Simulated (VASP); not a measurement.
# Sb (Im-3m) in VASP: notebook, part 2 of 2

VASP 6.6.1. Earlier steps stand in the parts before.

## 4. Single point, PBE

The input, INCAR:

```
SYSTEM = Sb
PREC = Accurate
ENCUT = 450
EDIFF = 1E-5
ISMEAR = 0
SIGMA = 0.05
LREAL = .False.
LASPH = .True.
NELM = 100
ALGO = Normal
ISIF = 2
LWAVE = .False.
LCHARG = .False.
GGA = PE
ADDGRID = .False.
```

The input, KPOINTS:

```
Automatic mesh
0
Gamma
  5 5 5
  0 0 0
```

The input, POSCAR:

```
Sb
1.0
   -1.8713408863      1.8713408863      1.8713408863
    1.8713408863     -1.8713408863      1.8713408863
    1.8713408863      1.8713408863     -1.8713408863
Sb
1
Direct
    0.0000000000      0.0000000000      0.0000000000
```

Potentials or basis: VASP PAW PBE potentials, release 64 (Sb).

Run with:

```bash
> cat potpaw_PBE.64/Sb/POTCAR > POTCAR
> mpirun -np 1 vasp_std > vasp.out
```

OUTCAR:

```text
SYSTEM = Sb
   PREC = Accurate
   ENCUT = 450
   EDIFF = 1E-5
   ISMEAR = 0
   LREAL = .False.
   LASPH = .True.
   NELM = 100
   ISIF = 2
   GGA = PE

 Found     10 irreducible k-points:

 Following reciprocal coordinates:
            Coordinates               Weight
  0.000000  0.000000  0.000000      1.000000
  0.200000  0.000000  0.000000     12.000000
  0.400000  0.000000  0.000000     12.000000
  0.200000  0.200000  0.000000     24.000000
  0.400000  0.200000  0.000000     24.000000
  0.200000  0.200000  0.200000      8.000000
   k-points           NKPTS =     10   k-points in BZ     NKDIM =     10   number of bands    NBANDS=      6
   number of dos      NEDOS =    301   number of ions     NIONS =      1
   total plane-waves  NPLWV =  13824
   dimension x,y,z NGX =    24 NGY =   24 NGZ =   24
   dimension x,y,z NGXF=    48 NGYF=   48 NGZF=   48
   ions per type =               1
   NGX,Y,Z   is equivalent  to a cutoff of  12.31, 12.31, 12.31 a.u.
   NGXF,Y,Z  is equivalent  to a cutoff of  24.62, 24.62, 24.62 a.u.
 SYSTEM =  Sb
   PREC   = accura    normal or accurate (medium, high low for compatibility)
   ISTART =      0    job   : 0-new  1-cont  2-samecut
   ICHARG =      2    charge: 1-file 2-atom 10-const
   ISPIN  =      1    spin polarized calculation?
   LNONCOLLINEAR =      F non collinear calculations
   LSORBIT =      F    spin-orbit coupling
   LASPH  =      T    aspherical Exc in radial PAW
   ENCUT  =  450.0 eV  33.07 Ry    5.75 a.u.   5.61  5.61  5.61*2*pi/ulx,y,z
   NELM   =    100;   NELMIN=  2; NELMDL= -5     # of ELM steps
   EDIFF  = 0.1E-04   stopping-criterion for ELM
   LREAL  =      F    real-space projection
   EDIFFG = 0.1E-03   stopping-criterion for IOM
   NSW    =      0    number of steps for IOM
   IBRION =     -1    ionic relax: 0-MD 1-quasi-New 2-CG
   NFREE  =      0    steps in history (QN), initial steepest desc. (CG)
   ISIF   =      2    stress and relaxation
   ISYM   =      2    0-nonsym 1-usesym 2-fastsym
   POTIM  = 0.5000    time-step for ionic-motion
   TEBEG  =    0.0;   TEEND  =   0.0 temperature during run
   PSTRESS=    0.0 pullay stress
   NELECT =       5.0000    total number of electrons
   NUPDOWN=      -1.0000    fix difference up-down
   EMIN   =  10.00;   EMAX   =-10.00  energy-range for DOS
   EFERMI =   0.00;   METHOD = LEGACY
   ISMEAR =     0;   SIGMA  =   0.05  broadening in eV -4-tet -1-fermi 0-gaus
   EFERMI_NEDOS =   21; number of points for ismear=-14 and -15
   IALGO  =     38    algorithm
   IMIX   =      4    mixing-type and parameters
     AMIX     =   0.40;   BMIX     =  1.00
     AMIX_MAG =   1.60;   BMIX_MAG =  1.00
  volume/ion in A,a.u.               =      26.21       176.89
  Fermi-wavevector in a.u.,A,eV,Ry     =   0.942378  1.780837 12.083018  0.888077
  Thomas-Fermi vector in A             =   2.069982
   LORBIT       =      0    0 simple, 1 ext, 2 COOP (PROOUT), +10 PAW based schemes
   GGA     = PE    functional components
   LHFCALC =     F    Hartree Fock is set to
   AEXX    =    0.0000 exact exchange contribution
   IVDW    =     0    specifies the selected vdW correction
   LEPSILON=     F    determine dielectric tensor
   LRPA    =     F    only Hartree local field effects (RPA)
 non-spin polarized calculation
 Gauss-broadening in eV      SIGMA  =   0.05
  energy-cutoff  :      450.00
  volume of cell :       26.21
 maximum number of plane-waves:       578
 NGX is ok and might be reduce to    24
   NGX = 11   NGY = 11   NGZ = 11

 number of electron       4.9999999 magnetization

 Free energy of the ion-electron system (eV)
  ---------------------------------------------------
  ext. energy  EPLUGINS =         0.00000000
  ---------------------------------------------------
  free energy    TOTEN  =        -3.86215611 eV

  energy without entropy =       -3.85205434  energy(sigma->0) =       -3.85710522

 E-fermi :   8.9108     XC(G=0): -10.3537

 val. band max:        8.9033152685   @ k =   0.2000   0.2000   0.0000
 cond. band min:       8.9280809860   @ k =  -0.4000   0.4000   0.2000
 fundamental gap:      0.0247657175
 Fermi energy:         8.9107764857

 k-point     1 :       0.0000    0.0000    0.0000
  band No.  band energies     occupation
      1      -4.2604      2.00000
      2      14.4924      0.00000
      3      14.4924      0.00000
      4      14.4924      0.00000
      5      19.4390      0.00000
      6      19.4390      0.00000

 k-point     2 :       0.2000    0.0000    0.0000
  band No.  band energies     occupation
      1      -3.4055      2.00000
      2       9.9801      0.00000
      3      12.5848      0.00000
      4      13.8019      0.00000
      5      16.9584      0.00000
      6      17.2424      0.00000

 k-point     3 :       0.4000    0.0000    0.0000
  band No.  band energies     occupation
      1      -1.0123      2.00000
      2       4.4100      2.00000
      3      10.7866      0.00000
      4      12.7813      0.00000
      5      15.4861      0.00000
      6      15.9161      0.00000

 k-point     4 :       0.2000    0.2000    0.0000
  band No.  band energies     occupation
      1      -1.7528      2.00000
      2       6.7968      2.00000
      3       8.9033      1.16714
      4      12.0984      0.00000
      5      17.1442      0.00000
      6      18.1231      0.00000

 k-point     5 :       0.4000    0.2000    0.0000
  band No.  band energies     occupation
      1       0.3928      2.00000
      2       3.7310      2.00000
      3       7.3255      2.00000
      4      11.4253      0.00000
      5      16.8648      0.00000
      6      19.6094      0.00000

 k-point     6 :       0.2000    0.2000    0.2000
  band No.  band energies     occupation
      1       0.2657      2.00000
      2       5.0414      2.00000
      3       7.3647      2.00000
      4       7.3647      2.00000
      5      21.9776      0.00000
      6      21.9776      0.00000

 [... further k-points ...]

------------------------ aborting loop because EDIFF is reached ----------------------------------------

  FORCE on cell =-STRESS in cart. coord.  units (eV):
  Direction    XX          YY          ZZ          XY          YZ          ZX
  --------------------------------------------------------------------------------------
  -------------------------------------------------------------------------------------
  Total        0.1761526      0.1761526      0.1761526      0.0000000      0.0000000      0.0000000
  in kB       10.7666586     10.7666586     10.7666586      0.0000000      0.0000000      0.0000000
  external PRESSURE =      10.7666586 kB  Pullay stress =       0.0000000 kB

 VOLUME and BASIS-vectors are now :
 -----------------------------------------------------------------------------
  energy-cutoff  :      450.00
  volume of cell :       26.21
      direct lattice vectors                 reciprocal lattice vectors
    -1.871340886  1.871340886  1.871340886     0.000000000  0.267188092  0.267188092
     1.871340886 -1.871340886  1.871340886     0.267188092  0.000000000  0.267188092
     1.871340886  1.871340886 -1.871340886     0.267188092  0.267188092  0.000000000

 POSITION                                       TOTAL-FORCE (eV/Angst)
 -----------------------------------------------------------------------------------
      0.00000      0.00000      0.00000        -0.000000      0.000000      0.000000
 -----------------------------------------------------------------------------------
    total drift:                                0.000000     -0.000000     -0.000000

  FREE ENERGIE OF THE ION-ELECTRON SYSTEM (eV)
  ---------------------------------------------------
  free  energy   TOTEN  =        -3.8621561070 eV

  energy  without entropy=       -3.8520543406  energy(sigma->0) =       -3.85710522
```

OSZICAR:

```text
N       E                     dE             d eps       ncg     rms          rms(c)
DAV:   1     0.105676230965E+02    0.10568E+02   -0.16387E+03   120   0.507E+02
DAV:   2    -0.364258522854E+01   -0.14210E+02   -0.13071E+02   174   0.781E+01
DAV:   3    -0.386598841645E+01   -0.22340E+00   -0.22101E+00   126   0.114E+01
DAV:   4    -0.386706363949E+01   -0.10752E-02   -0.10751E-02   168   0.109E+00
DAV:   5    -0.386706678765E+01   -0.31482E-05   -0.31470E-05   144   0.417E-02    0.184E+00
DAV:   6    -0.386371677615E+01    0.33500E-02   -0.23484E-03   150   0.334E-01    0.104E+00
DAV:   7    -0.386212704100E+01    0.15897E-02   -0.47131E-03   120   0.470E-01    0.595E-02
DAV:   8    -0.386215568236E+01   -0.28641E-04   -0.69491E-05   174   0.812E-02    0.591E-03
DAV:   9    -0.386215610705E+01   -0.42469E-06   -0.49252E-07   108   0.730E-03
   1 F= -.38621561E+01 E0= -.38571052E+01  d E =-.101018E-01
```

Run time: 3.7 s. Hardware: 1 thread of AMD EPYC 7R43 (Zen 3), shared host; peak memory 0.09 GiB.

The run converged, but some of its settings lie outside the range that counts as converged, so its numbers aren't taken as properties of the crystal.

Results:

```
Free energy            : -3.8622 eV
Pressure               : 1.1 GPa
Band gap on the k mesh : none (metal or under the smearing width)
```

Caveat: the k mesh is coarse (spacing up to 0.47 Å⁻¹), so the values aren't converged.

## 5. Single point, PBE

INCAR is that of step 4.

KPOINTS is that of step 4.

The input, POSCAR:

```
Sb
1.0
   -1.8488020000      1.8498240000      1.9110830000
    1.8778730000     -1.8297390000      1.9200690000
    1.8451380000      1.8260750000     -1.8909980000
Sb
1
Direct
   -0.0010080000      0.0132760000      0.0062290000
```

Run with:

```bash
> cat potpaw_PBE.64/Sb/POTCAR > POTCAR
> mpirun -np 1 vasp_std > vasp.out
```

Run time: 11 s. Hardware: 1 thread of AMD EPYC 7R43 (Zen 3), shared host; peak memory 0.11 GiB.

The run converged, but some of its settings lie outside the range that counts as converged, so its numbers aren't taken as properties of the crystal.

What came out:

```
Free energy            : -3.8928 eV
Pressure               : 1.0 GPa
Band gap on the k mesh : none (metal or under the smearing width)
```

Caveat: the k mesh is coarse (spacing up to 0.48 Å⁻¹), so the values aren't converged.

## 6. Single point, PBE

INCAR: that of step 5 with these lines changed.

```diff
@@ -3,3 +3,3 @@
 ENCUT = 450
-EDIFF = 1E-5
+EDIFF = 1E-6
 ISMEAR = 0
@@ -14,2 +14,2 @@
 GGA = PE
-ADDGRID = .False.
+ADDGRID = .True.
```

KPOINTS is that of step 5.

The input, POSCAR:

```
Sb
1.0
   -1.8713408863      1.8713408863      1.8713408863
    1.8713408863     -1.8713408863      1.8713408863
    1.8713408863      1.8713408863     -1.8713408863
Sb
1
Direct
    0.0000000000      0.0000000000      0.0000000000
```

Potentials or basis: VASP PAW PBE potentials, release 64 (Sb).

Run with:

```bash
> cat potpaw_PBE.64/Sb/POTCAR > POTCAR
> mpirun -np 1 vasp_std > vasp.out
```

Run time: 7.7 s. Hardware: 1 thread of AMD EPYC 7R43 (Zen 3), shared host; peak memory 0.17 GiB.

These settings aren't checked as converged: the numbers below hold their error.

What came out:

| Quantity | Value |
| --- | --- |
| Free energy | -3.8622 eV |
| Pressure | 1.1 GPa |
| Band gap on the k mesh | none (metal or under the smearing width) |

Caveat: the k mesh is coarse (spacing up to 0.47 Å⁻¹), so the values aren't converged.

## 7. The reference run

An earlier run on the cell as given: functional PBE; potentials or basis VASP PAW PBE potentials, release 64 (Sb); cutoff 520 eV; k mesh 10 × 10 × 10; occupations fermi-dirac, width 0.05 eV; no spin polarisation.

- Pressure: 3.0 GPa
- Band gap on the k mesh: none (metal or under the smearing width)
